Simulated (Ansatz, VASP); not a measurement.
## Two plane-wave programs on ZnO (zincite)

```
Zn O
1.0
     6.48394    0.00000    0.00000
    -3.24197    5.61526    0.00000
     0.00000    0.00000   10.45859
Zn O
16 16
Cartesian
  0.0000 1.8718 2.6143
  1.6210 0.9359 10.4582
  0.0000 1.8718 7.8435
  1.6210 0.9359 5.2289
  -1.6210 4.6794 2.6143
  0.0000 3.7435 10.4582
  -1.6210 4.6794 7.8435
  0.0000 3.7435 5.2289
  3.2420 1.8718 2.6143
  4.8630 0.9359 10.4582
  3.2420 1.8718 7.8435
  4.8630 0.9359 5.2289
  1.6210 4.6794 2.6143
  3.2420 3.7435 10.4582
  1.6210 4.6794 7.8435
  3.2420 3.7435 5.2289
  1.6210 0.9359 1.9823
  0.0000 1.8718 4.5970
  1.6210 0.9359 7.2116
  0.0000 1.8718 9.8263
  0.0000 3.7435 1.9823
  -1.6210 4.6794 4.5970
  0.0000 3.7435 7.2116
  -1.6210 4.6794 9.8263
  4.8630 0.9359 1.9823
  3.2420 1.8718 4.5970
  4.8630 0.9359 7.2116
  3.2420 1.8718 9.8263
  3.2420 3.7435 1.9823
  1.6210 4.6794 4.5970
  3.2420 3.7435 7.2116
  1.6210 4.6794 9.8263
```

Alike in both runs: task single point; functional PBE; k mesh 4 × 4 × 2; no spin polarisation.

|  | VASP | Ansatz |
| --- | --- | --- |
| version | VASP 6.6.1 | Ansatz 0.2.0 |
| potentials or method | VASP PAW PBE potentials, release 64 (Zn, O) | scalar-relativistic, plane waves, PAW |
| plane-wave cutoff (eV) | 520 | 420 |
| occupations | gaussian, width 0.01 eV | fixed |
| valence electrons in the cell | 288 | 288 |

Ansatz gave:

| Quantity | Value |
| --- | --- |
| gap on the k mesh at the Fermi level (eV) | 0.79 |
| least direct gap on the mesh (eV) | 0.79 |

Task: Which values does VASP return?

Result: gap on the k mesh at the Fermi level (eV): 0.78; least direct gap on the mesh (eV): 0.78.
